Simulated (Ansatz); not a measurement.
## Ionic part of the dielectric constant of BP at 30 GPa, mode by mode

All numbers below come from Ansatz, DFT PBEsol, scalar-relativistic, plane waves, PAW. Cutoff 420 eV, 12×12×12 k-points (Γ-centred), fixed occupations. No spin polarisation. Phonons by linear response, acoustic sum rule imposed.

Symmetry: F-43m, No. 216, cubic system. Conventional cell: a = 4.318 Å, b = 4.318 Å, c = 4.318 Å, α = 90.00°, β = 90.00°, γ = 90.00°. Around B (site symmetry -43m) lie 4 P at 1.87 Å. Around P (site symmetry -43m) lie 4 B at 1.87 Å.

Other phases may be more stable at this pressure. The bands were filled as in an insulator; under compression the gap may have closed between mesh points.

The primitive cell has V = 20.13 Å³ and ε∞,xx = 9.295. Each polar mode adds Δε = (4.92064×10⁷/V)·S/ν² along x, with S its oscillator strength in e²/amu, ν in cm⁻¹ and V in Å³.

**Question.** From these modes, find each Δε and ε0,xx.
```csv
ν (cm⁻¹),S_xx (e²/amu)
928.9,0.1298
```

**Answer.**
```csv
ν (cm⁻¹),Δε
928.9,0.37
```

The sum is 0.368, so ε0,xx = 9.66; the run's tensor has 9.66.

**Question.** Where do the longitudinal modes lie for a wave vector along x?

**Answer.** At 947 cm⁻¹. The Lyddane–Sachs–Teller product Π(ν_LO/ν_TO)² = 1.04 matches ε0/ε∞ = 1.04.

Cost: 1 run of about 1.2 core-minutes, on Intel Xeon Processor @ 2.50GHz (Skylake/Cascade Lake) (shared hosts).

The dielectric response of compressed BP is almost entirely electronic: the lattice adds only 0.37 to an ε∞ of 9.295. Boron and phosphorus differ little in electronegativity, so the bond is largely covalent and the optical vibration carries a modest dipole. The stiff, short bonds and the light boron atom place this vibration at 928.9 cm⁻¹, and because the static contribution falls as the inverse square of the frequency, even a finite oscillator strength yields little ionic polarisability.

The longitudinal mode at 947 cm⁻¹ lies only slightly higher for a related reason: the macroscopic field that stiffens it is weak to begin with and is strongly screened by the valence electrons. Semilocal functionals usually underestimate gaps and thus overestimate ε∞, so the true splitting may be somewhat larger for the same oscillator strength. The Lyddane–Sachs–Teller agreement confirms internal consistency, not the accuracy of either dielectric constant. Since the oscillator strength depends on the square of the Born charge, it doesn't reveal which atom carries the negative dynamical charge.
